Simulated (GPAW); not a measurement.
WS2, 12 atoms in the cell. The cell holds a slab with vacuum, 12 atoms: a = 3.183 Å, b = 3.183 Å, c = 35.181 Å, α = 90.00°, β = 90.00°, γ = 120.00°. 

| Quantity | Value |
| --- | --- |
| Program | GPAW 26.7.0 |
| Task | single point |
| Functional | PBE |
| Potentials or basis | GPAW PAW data sets (gpaw-data 1.2.1) |
| Cutoff | 600 eV |
| Basis | pw |
| k mesh | 10 × 10 × 1 |
| Occupations | fermi-dirac, width 0.05 eV |
| Spin | no spin polarisation |
| Maxiter | 150 |

Potentials or basis: GPAW PAW data sets (gpaw-data 1.2.1), pw.

Launch:

```sh
$ OMP_NUM_THREADS=1 python run.py
```

Hardware: 1 thread of Intel(R) Xeon(R) Processor @ 2.70GHz, on a shared host.

How long does it take, and how much memory?

It took 8 min on 1 thread of Intel(R) Xeon(R) Processor @ 2.70GHz, with other jobs on the host, peak memory 0.54 GiB. Counts: scf iterations 14, plane waves 10363, bands 87, k points 14.
